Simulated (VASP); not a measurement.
## Input and output of a VASP PBE single-point calculation on AlN (strained rocksalt)

INCAR

```
EDIFF = 1E-7
NSW = 0
GGA = PE
PREC = Accurate
SIGMA = 0.02
LREAL = .FALSE.
ISMEAR = -1
IBRION = -1
LASPH = .TRUE.
ENCUT = 520
ISIF = 2
NELM = 120
LELF = .TRUE.
LWAVE = .FALSE.
LCHARG = .TRUE.
NBANDS = 11
```

KPOINTS

```
KPOINTS created by Atomic Simulation Environment
0
Gamma
10 10 10
0 0 0
```

KPOINTS_OPT

```
special points
6
Reciprocal
0.0000000000 0.0000000000 0.0000000000 1
0.5000000000 0.0000000000 0.5000000000 1
0.6250000000 0.2500000000 0.6250000000 1
0.3750000000 0.3750000000 0.7500000000 1
0.5000000000 0.5000000000 0.5000000000 1
0.5000000000 0.2500000000 0.7500000000 1
```

POSCAR

```
Al N
 1.0000000000000000
     0.0258415161000000    2.0188684453999999    2.0188684453999999
     2.0188684453999999    0.0258415161000000    2.0188684453999999
     2.0447099615000002    2.0447099615000002    0.0000000000000000
 Al  N
   1   1
Cartesian
  0.0000000000000000  0.0000000000000000  0.0000000000000000
  2.0447099614999997  2.0447099614999997  2.0188684453999999
```

VASP ran with the recommended PBE PAW datasets (8 valence electrons in the cell).

Command

```
mpirun -np 1 vasp_std
```

From OUTCAR

```
k-points           NKPTS =    171   k-points in BZ     NKDIM =    171   number of bands    NBANDS=     11

   NELECT =       8.0000    total number of electrons

   dimension x,y,z NGX =    24 NGY =   24 NGZ =   24
   dimension x,y,z NGXF=    48 NGYF=   48 NGZF=   48

  energy-cutoff  :      520.00
  volume of cell :       16.45
      direct lattice vectors                 reciprocal lattice vectors
     0.025841516  2.018868445  2.018868445    -0.250874683  0.250874683  0.247663488
     2.018868445  0.025841516  2.018868445     0.250874683 -0.250874683  0.247663488
     2.044709962  2.044709962  0.000000000     0.244533459  0.244533459 -0.247663488

 k-points in reciprocal lattice and weights: KPOINTS created by Atomic Simulation Env
   0.00000000  0.00000000  0.00000000       0.001
   0.10000000 -0.00000000  0.00000000       0.004
   0.20000000 -0.00000000  0.00000000       0.004
   0.30000000  0.00000000  0.00000000       0.004
   0.40000000  0.00000000  0.00000000       0.004
   0.50000000  0.00000000  0.00000000       0.002
   0.10000000  0.10000000  0.00000000       0.002
   0.20000000  0.10000000  0.00000000       0.004
   ...

 E-fermi :  10.5680

 k-point     1 :       0.0000    0.0000    0.0000
  band No.  band energies     occupation
      1      -7.5713      2.00000
      2       9.8437      2.00000
      3      10.0158      2.00000
      4      10.2016      2.00000
      5      15.7343      0.00000
      6      21.8118      0.00000
      7      22.2264      0.00000
      8      22.6004      0.00000
      9      27.3044      0.00000
     10      27.8437      0.00000
     11      27.8550      0.00000

 k-point     2 :       0.1000   -0.0000    0.0000
  band No.  band energies     occupation
      1      -7.3614      2.00000
      2       9.1247      2.00000
      3       9.7203      2.00000
      4       9.9530      2.00000
      5      16.3269      0.00000
      6      21.4749      0.00000
      7      22.1310      0.00000
      8      22.6408      0.00000
      9      26.1620      0.00000
     10      26.3171      0.00000
     11      28.2185      0.00000

 k-point     3 :       0.2000   -0.0000    0.0000
  band No.  band energies     occupation
      1      -6.7508      2.00000
      2       6.9905      2.00000
      3       9.4220      2.00000
      4       9.6306      2.00000
      5      16.8872      0.00000
      6      20.9584      0.00000
      7      22.3958      0.00000
      8      22.6911      0.00000
      9      25.4401      0.00000
     10      25.8958      0.00000
     11      27.5742      0.00000

 k-point     4 :       0.3000    0.0000    0.0000
  band No.  band energies     occupation
      1      -5.8136      2.00000
      2       4.6437      2.00000
      3       9.0933      2.00000
      4       9.2802      2.00000
      5      16.5646      0.00000
      6      21.6862      0.00000
      7      21.8924      0.00000
      8      21.9193      0.00000
      9      26.6896      0.00000
     10      26.8897      0.00000
     11      27.5314      0.00000

 k-point     5 :       0.4000    0.0000    0.0000
  band No.  band energies     occupation
      1      -4.7691      2.00000
      2       2.6558      2.00000
      3       8.8528      2.00000
      4       9.0238      2.00000
      5      16.1494      0.00000
      6      20.9983      0.00000
      7      21.2205      0.00000
      8      23.0575      0.00000
      9      26.1470      0.00000
     10      29.1572      0.00000
     11      29.8270      0.00000

 k-point     6 :       0.5000    0.0000    0.0000
  band No.  band energies     occupation
      1      -4.2246      2.00000
      2       1.7827      2.00000
      3       8.7660      2.00000
      4       8.9311      2.00000
      5      15.9966      0.00000
      6      20.7491      0.00000
      7      20.9790      0.00000
      8      23.4973      0.00000
      9      26.0164      0.00000
     10      30.5296      0.00000
     11      31.2024      0.00000

 k-point     7 :       0.1000    0.1000    0.0000
  band No.  band energies     occupation
      1      -7.2972      2.00000
      2       9.0775      2.00000
      3       9.4581      2.00000
      4       9.8485      2.00000
      5      16.6169      0.00000
      6      20.6700      0.00000
      7      22.4702      0.00000
      8      23.1777      0.00000
      9      24.5460      0.00000
     10      28.1787      0.00000
     11      29.4451      0.00000

 k-point     8 :       0.2000    0.1000    0.0000
  band No.  band energies     occupation
      1      -6.8263      2.00000
      2       7.5815      2.00000
      3       9.0718      2.00000
      4       9.5011      2.00000
      5      17.3414      0.00000
      6      19.9559      0.00000
      7      22.5277      0.00000
      8      23.0222      0.00000
      9      24.2971      0.00000
     10      27.3850      0.00000
     11      29.2354      0.00000

 k-point     9 :       0.3000    0.1000    0.0000
  band No.  band energies     occupation
      1      -6.0003      2.00000
      2       5.4520      2.00000
      3       8.7277      2.00000
      4       9.0139      2.00000
      5      17.2304      0.00000
      6      20.7985      0.00000
      7      21.2268      0.00000
      8      22.7083      0.00000
      9      25.7597      0.00000
     10      28.0513      0.00000
     11      28.5252      0.00000

 k-point    10 :       0.4000    0.1000    0.0000
  band No.  band energies     occupation
      1      -4.9720      2.00000
      2       3.3911      2.00000
      3       8.5309      2.00000
      4       8.5363      2.00000
      5      16.8367      0.00000
      6      20.3126      0.00000
      7      21.8967      0.00000
      8      22.3837      0.00000
      9      27.2385      0.00000
     10      28.4126      0.00000
     11      29.8845      0.00000

 k-point    11 :       0.5000    0.1000    0.0000
  band No.  band energies     occupation
      1      -4.1802      2.00000
      2       2.0858      2.00000
      3       8.1964      2.00000
      4       8.5446      2.00000
      5      16.6648      0.00000
      6      19.9814      0.00000
      7      21.3095      0.00000
      8      23.3291      0.00000
      9      27.4109      0.00000
     10      29.9006      0.00000
     11      30.8019      0.00000

 k-point    12 :      -0.4000    0.1000    0.0000
  band No.  band energies     occupation
      1      -4.3530      2.00000
      2       2.3590      2.00000
      3       8.0841      2.00000
      4       8.7466      2.00000
      5      16.7672      0.00000
      6      20.1835      0.00000
      7      21.1668      0.00000
      8      23.0518      0.00000
      9      27.5566      0.00000
     10      28.9879      0.00000
     11      30.6691      0.00000

 k-point    13 :      -0.3000    0.1000    0.0000
  band No.  band energies     occupation
      1      -5.2939      2.00000
      2       3.9987      2.00000
      3       8.2245      2.00000
      4       9.0883      2.00000
      5      17.1161      0.00000
      6      20.8508      0.00000
      7      21.5377      0.00000
      8      21.8272      0.00000
      9      26.3915      0.00000
     10      27.9956      0.00000
     11      29.7027      0.00000

 k-point    14 :      -0.2000    0.1000    0.0000
  band No.  band energies     occupation
      1      -6.2874      2.00000
      2       6.1482      2.00000
      3       8.6175      2.00000
      4       9.4635      2.00000
      5      17.4829      0.00000
      6      20.4058      0.00000
      7      22.0133      0.00000
      8      22.4056      0.00000
      9      24.2626      0.00000
     10      27.9464      0.00000
     11      28.7230      0.00000

 k-point    15 :      -0.1000    0.1000    0.0000
  band No.  band energies     occupation
      1      -7.0132      2.00000
      2       8.1034      2.00000
      3       9.2565      2.00000
      4       9.7198      2.00000
      5      17.0105      0.00000
      6      20.5401      0.00000
      7      22.5526      0.00000
      8      22.7922      0.00000
      9      24.1948      0.00000
     10      26.7943      0.00000
     11      28.9575      0.00000

 k-point    16 :       0.2000    0.2000    0.0000
  band No.  band energies     occupation
      1      -6.5052      2.00000
      2       7.1980      2.00000
      3       8.6015      2.00000
      4       9.0527      2.00000
      5      17.8075      0.00000
      6      18.6017      0.00000
      7      21.5925      0.00000
      8      23.9722      0.00000
      9      24.4933      0.00000
     10      29.1287      0.00000
     11      31.1556      0.00000

 ...

  Total        0.6476310      0.6476310      0.6181699     -0.8318057      0.0000000     -0.0000000
  in kB       63.0601950     63.0601950     60.1915544    -80.9933858      0.0000000     -0.0000000
  external PRESSURE =      62.1039815 kB  Pullay stress =       0.0000000 kB

 POSITION                                       TOTAL-FORCE (eV/Angst)
 -----------------------------------------------------------------------------------
      0.00000      0.00000      0.00000         0.000000     -0.000000      0.000000
      2.04471      2.04471      2.01887        -0.000000      0.000000     -0.000000
 -----------------------------------------------------------------------------------
    total drift:                               -0.000000     -0.000000      0.000000

  FREE ENERGIE OF THE ION-ELECTRON SYSTEM (eV)
  ---------------------------------------------------
  free  energy   TOTEN  =       -14.5276331119 eV

  energy  without entropy=      -14.5276331119  energy(sigma->0) =      -14.52763311
```

```json
{
  "gap between bands v and c": "4.26 eV",
  "least direct gap": "5.53 eV",
  "pressure": "6.2 GPa"
}
```

Band v is the last that the valence electrons fill when counted band by band, and c is the next.

The run took about 9.9 s on one core of a shared host (Intel Xeon 6975P-C) and held 0.17 GiB at most.
